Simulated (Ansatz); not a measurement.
Tetradymite Sb₂Te₃ was calculated with rVV10 (Ansatz, a quantum-chemistry and plane-wave program, PAW).

Q: Give the computed interlayer binding energy, layer repeat distance and gap between the layers.

A: 
- interlayer binding energy: 28.0 meV/Å²
- layer repeat distance: 10.219 Å
- gap between the layers: 2.754 Å

Spin–orbit coupling is not included; with these elements it can move the gap by several tenths of an eV or more.

Computed values are for the static lattice.

The result took around 7 core-minutes (rough).
